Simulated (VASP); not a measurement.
# Tb (P6_3/mmc) in VASP: notebook, part 2 of 2

VASP 6.6.1.

**3. Single point, r2SCAN+D4+U, collinear spin, antiferromagnetic start**

run.py reads:

```python
from ase.calculators.vasp import Vasp
from ase.dft.bandgap import bandgap
from ase.io import read

atoms = read('POSCAR')
atoms.set_initial_magnetic_moments([6.0, -6.0])
calc = Vasp(
    directory='calc',
    xc='r2scan',
    pp='PBE',
    setups='recommended',
    prec='Accurate',
    encut=520,
    ediff=1e-07,
    ismear=-1,
    sigma=0.02,
    lreal=False,
    lasph=True,
    nelm=150,
    algo='Normal',
    isif=2,
    lwave=False,
    lcharg=False,
    ispin=2,
    lorbit=11,
    lmaxmix=6,
    ldautype=2,
    ldauprint=1,
    lmixtau=True,
    ivdw=13,
    vdw_s6=1.0,
    vdw_s8=0.6018749,
    vdw_a1=0.51559235,
    vdw_a2=5.77342911,
    ldau_luj={'Tb': {'L': 3, 'U': 4, 'J': 0}},
    kpts=[9, 9, 5],
    gamma=True,
    nbands=20,
)
atoms.calc = calc

print('energy (eV):', atoms.get_potential_energy())
print('free energy (eV):', atoms.get_potential_energy(force_consistent=True))
print('forces (eV/A):')
print(atoms.get_forces())
print('stress (eV/A^3, Voigt):', atoms.get_stress())
print('Fermi level (eV):', calc.get_fermi_level())
print('moment (muB):', atoms.get_magnetic_moment())
print('site moments (muB):', atoms.get_magnetic_moments())
gap, top, bottom = bandgap(calc)
print('band gap (eV):', gap, 'from (spin, k, band)', top, 'to', bottom)
```

POSCAR reads:

```
Tb
1.0
    3.6010000000      0.0000000000      0.0000000000
   -1.8005000000      3.1185574790      0.0000000000
    0.0000000000      0.0000000000      5.6936000000
Tb
2
Direct
    0.6666666667      0.3333333333      0.7500000000
    0.3333333333      0.6666666667      0.2500000000
```

Potentials or basis: VASP PAW PBE potentials, release 64 (Tb_3), 4f in core.

Launch:

```sh
> python run.py
```

What it wrote:

```text
energy (eV): -62.5698868
free energy (eV): -62.57125186
forces (eV/A):
[[ 0. -0.  0.]
 [-0.  0.  0.]]
stress (eV/A^3, Voigt): [-0.00372314 -0.00372314 -0.00130586 -0.         -0.          0.        ]
Fermi level (eV): 3.21613164
moment (muB): 0.0
site moments (muB): [ 0.111 -0.111]
band gap (eV): 0.0 from (spin, k, band) (None, None, None) to (None, None, None)
```

OUTCAR:

```text
ENCUT = 520.000000
   EDIFF = 1.00e-07
   METAGGA = R2SCAN
   PREC = Accurate
   ISIF = 2
   ISMEAR = -1
   ISPIN = 2
   LORBIT = 11
   NELM = 150
   IVDW = 13
   LASPH = .TRUE.
   LREAL = .FALSE.

 ion  position               nearest neighbor table
   1  0.667  0.333  0.750-   2 3.53   2 3.53   2 3.53   2 3.53   2 3.53   2 3.53
   2  0.333  0.667  0.250-   1 3.53   1 3.53   1 3.53   1 3.53   1 3.53   1 3.53

  LATTYP: Found a hexagonal cell.
 ALAT       =     3.6010000000
 C/A-ratio  =     1.5811163566

  Lattice vectors:

 A1 = (   3.6010000000,   0.0000000000,   0.0000000000)
 A2 = (  -1.8005000000,   3.1185574790,   0.0000000000)
 A3 = (   0.0000000000,   0.0000000000,   5.6936000000)

Analysis of symmetry for initial positions (statically):
=====================================================================
 Subroutine PRICEL returns:
 Original cell was already a primitive cell.

 Routine SETGRP: Setting up the symmetry group for a
 hexagonal supercell.

 Subroutine GETGRP returns: Found 24 space group operations
 (whereof 12 operations were pure point group operations)
 out of a pool of 24 trial point group operations.

[... 1393 lines left out ...]

 [... further k-points ...]

------------------------ aborting loop because EDIFF is reached ----------------------------------------

  DFT-D4 for vdW energy calculation

  Edisp (eV):   -0.13362

  FORCE on cell =-STRESS in cart. coord.  units (eV):
  Direction    XX          YY          ZZ          XY          YZ          ZX
  --------------------------------------------------------------------------------------
  -------------------------------------------------------------------------------------
  Total       0.23805     0.23805     0.08349     0.00000    -0.00000     0.00000
  in kB       5.96513     5.96513     2.09222     0.00000    -0.00000     0.00000
  external pressure =        4.67 kB  Pullay stress =        0.00 kB

 VOLUME and BASIS-vectors are now :
 -----------------------------------------------------------------------------
  energy-cutoff  :      520.00
  volume of cell :       63.94
      direct lattice vectors                 reciprocal lattice vectors
     3.601000000  0.000000000  0.000000000     0.277700639  0.160330539  0.000000000
    -1.800500000  3.118557479  0.000000000     0.000000000  0.320661077  0.000000000
     0.000000000  0.000000000  5.693600000     0.000000000  0.000000000  0.175635802

 POSITION                                       TOTAL-FORCE (eV/Angst)
 -----------------------------------------------------------------------------------
      1.80050      1.03952      4.27020         0.000000     -0.000000      0.000000
     -0.00000      2.07904      1.42340        -0.000000      0.000000      0.000000
 -----------------------------------------------------------------------------------
    total drift:                               -0.000000      0.000000     -0.000000

  FREE ENERGIE OF THE ION-ELECTRON SYSTEM (eV)
  ---------------------------------------------------
  free  energy   TOTEN  =       -62.5712518551 eV

  energy  without entropy=      -62.5685217352  energy(sigma->0) =      -62.56988680

 total charge

# of ion       s       p       d       tot
------------------------------------------
    1        0.439   6.332   1.120   7.892
    2        0.439   6.332   1.120   7.892
--------------------------------------------------
tot          0.879  12.664   2.241  15.783

 magnetization (x)

# of ion       s       p       d       tot
------------------------------------------
    1        0.001   0.029   0.081   0.111
    2       -0.001  -0.029  -0.081  -0.111
--------------------------------------------------
tot          0.000   0.000   0.000   0.000
```

INCAR:

```text
ENCUT = 520.000000
SIGMA = 0.020000
VDW_S6 = 1.000000
VDW_S8 = 0.601875
VDW_A1 = 0.515592
VDW_A2 = 5.773429
EDIFF = 1.00e-07
ALGO = Normal
METAGGA = R2SCAN
PREC = Accurate
ISIF = 2
ISMEAR = -1
ISPIN = 2
LDAUPRINT = 1
LDAUTYPE = 2
LMAXMIX = 6
LORBIT = 11
NBANDS = 20
NELM = 150
IVDW = 13
LASPH = .TRUE.
LCHARG = .FALSE.
LWAVE = .FALSE.
LMIXTAU = .TRUE.
LREAL = .FALSE.
LDAU = .TRUE.
LDAUL = 3
LDAUU = 4.000
LDAUJ = 0.000
MAGMOM = 1*6.0000 1*-6.0000
```

It took 4.9 min on 1 thread of AMD EPYC 9R45 (Zen 5), shared host; peak memory 0.23 GiB.

What came out:

| Quantity | Value |
| --- | --- |
| Free energy | -62.5713 eV |
| Pressure | 0.5 GPa |
| Band gap on the k mesh | none (metal or under the smearing width) |
| Net moment | 0.00 μB per cell |
| Site moments | Tb +0.11, -0.11 μB |
| Valence electrons inside the program's atomic spheres | Tb 7.89 |
| Dispersion energy per atom | -0.067 eV |

Eigenvalues of the final occupation matrices:
```tsv
site	spin	trace	eigenvalues
site 1 f	1	0.00	0.00 0.00 0.00 0.00 0.00 0.00 0.00
site 1 f	2	0.00	0.00 0.00 0.00 0.00 0.00 0.00 0.00
site 2 f	1	0.00	0.00 0.00 0.00 0.00 0.00 0.00 0.00
site 2 f	2	0.00	0.00 0.00 0.00 0.00 0.00 0.00 0.00
```

Caveat: the magnetic or orbital state may not be the lowest; U is put on an f shell that these potentials keep in the core, so it has next to no effect; the PAW data sets were made with another functional, which shifts forces and pressure a little; spin-orbit coupling is left out, which moves the levels of the heavy elements; the 4f electrons are frozen in the core as for a trivalent ion, so they carry no moment and show no levels; pairwise dispersion overbinds metals, which lowers pressure and volume.
